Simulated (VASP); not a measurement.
Wanted: the native input for a VASP 6.6.1 run.

```
Task                   : relaxation of cell and atoms
Functional             : PBEsol
Potentials or basis    : VASP PAW PBE potentials, release 64 (Pb_d, S)
Cutoff                 : 600 eV
k mesh                 : 8 × 8 × 8
Occupations            : gaussian, width 0.03 eV
Spin                   : no spin polarisation
Further INCAR settings : ALGO = Normal; EDIFF = 1e-07; IBRION = 2; EDIFFG = -0.005; NSW = 90; ISIF = 3
```

The structure of PbS (Galena) lies in POSCAR:

```
PbS                                     
1.0
    0.0000000000      2.9517488637      2.9517488637
    2.9517488637      0.0000000000      2.9517488637
    2.9517488637      2.9517488637     -0.0000000000
  Pb              S             
     1     1
Direct
     0.0000000000000000    0.0000000000000000    0.0000000000000000
     0.5000000000000000    0.5000000000000000    0.5000000000000000
```

These files were run (other wordings do the same):

INCAR

```
PREC = Accurate ; ENCUT = 600
EDIFF = 1E-7 ; ISMEAR = 0
SIGMA = 0.03 ; LREAL = F
LASPH = T ; NELM = 80
ALGO = Normal ; ISIF = 3
LWAVE = F ; LCHARG = F
GGA = PS ; IBRION = 2
NSW = 90 ; EDIFFG = -0.005
```

KPOINTS

```
Automatic mesh
0
Gamma
  8 8 8
```

Potentials or basis: VASP PAW PBE potentials, release 64 (Pb_d, S).

Command:

```bash
$ cat potpaw_PBE.64/Pb_d/POTCAR potpaw_PBE.64/S/POTCAR > POTCAR
$ mpirun -np 1 vasp_std > vasp.out
```

Results of the run:

```yaml
Pressure_after_relaxing: 0.0 GPa
Band_gap_on_the_k_mesh: 0.20 eV, direct
```

Caveat: the relaxation stopped at its first step, so nothing moved; the PAW data sets were made with another functional, which shifts forces and pressure a little; spin-orbit coupling is left out, which as a rule narrows the gap of such compounds by several tenths of an eV.

Wall time 17 s on 1 thread of Intel(R) Xeon(R) 6975P-C (Granite Rapids), on a shared host, peak memory 0.2 GiB.
